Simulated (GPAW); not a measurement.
Crystal: Cr.

```
CELL_PARAMETERS angstrom
1.14705 -2.46703 0.00000
1.14705 2.46703 0.00000
0.00000 0.00000 4.06431
ATOMIC_POSITIONS crystal
Cr 0.87053 0.12947 0.75000
Cr 0.12947 0.87053 0.25000
```

This isn't the form of Cr at room conditions, which is bcc.

Base run:

| Item | Value |
| --- | --- |
| Program | GPAW 26.7.0 |
| Functional | PBEsol |
| Potentials or basis | PAW data sets generated in the run's folder for this functional |
| Cutoff | 600 eV |
| Basis | pw |
| k mesh | 9 × 9 × 5 |
| Occupations | fermi-dirac, width 0.05 eV |
| Spin | collinear spin, ferromagnetic start |
| Starting moments | [3.0, 3.0] μB |
| Hubbard terms | Cr d U = 6 eV |

Its results: pressure 116.4 GPa; net moment 8.82 μB per cell; site moments Cr +3.93 μB; largest force 0.479 eV/Å.

Question: The run is repeated on the same cell with these changes: hubbard terms from Cr d U = 6 eV to Cr d U = 3 eV. What comes out?

Answer: Pressure 44.1 GPa; net moment 4.62 μB per cell; site moments Cr +2.18 μB; largest force 0.292 eV/Å.

Caveats: a pressure of tens of GPa on the cell as given is suspect, and the run, the potentials or the cell itself is likely at fault; the U is typed as a test and isn't derived for this compound.
